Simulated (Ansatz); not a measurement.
Theory: DFT PBE, scalar-relativistic, plane waves, PAW (Ansatz). Settings: cutoff 420 eV, Γ-centred meshes spaced at most about 0.3 Å⁻¹, and about 0.25 Å⁻¹ or finer for metals (2π included), Gaussian smearing. No spin polarisation in the final relaxations.

These are static total energies at zero pressure.

Compare these two cells of Al, each relaxed at this level.

A.

```xyz
1
Lattice="2.7807 0.0000 0.0000 -1.3903 2.4082 0.0000 0.0000 0.0000 2.8041" Properties=species:S:1:pos:R:3 pbc="T T T"
Al    0.0000    0.0000    1.4020
```

B.

```xyz
3
Lattice="3.9157 0.0000 0.0000 0.0000 3.9157 0.0000 0.0000 0.0000 3.9157" Properties=species:S:1:pos:R:3 pbc="T T T"
Al    0.0000    1.9579    1.9579
Al    1.9579    0.0000    1.9579
Al    1.9579    1.9579    0.0000
```

Problem. Which would you expect to be lower, and how large is the difference?

Solution. B is lower, by 12 meV/atom. A has the simple hexagonal type, space group P6/mmm (No. 191), 18.8 Å³/atom and no gap on its mesh; B has space group Pm-3m (No. 221), 20.0 Å³/atom and no gap. The lower one is the more open, so pressure narrows the difference. In A, Al has 8 Al at 2.78–2.80 Å. In B, Al is surrounded by 8 Al at 2.77 Å. Both come from invented guesses. A third cell relaxed alike, in Fm-3m, lies 209 meV/atom below the lower of the two; the P6/mmm cell fell into it when its atoms were moved at random. The part of the Crystallography Open Database at hand lists Al in space groups No. 225, 229; sharing a group (Fm-3m) doesn't make a cell the listed structure.

The k mesh leaves some 4 meV/atom of noise in the energy of each metallic cell. Cells relaxed within their symmetry can be saddle points; a later kick test found a lower structure for Al P6/mmm.
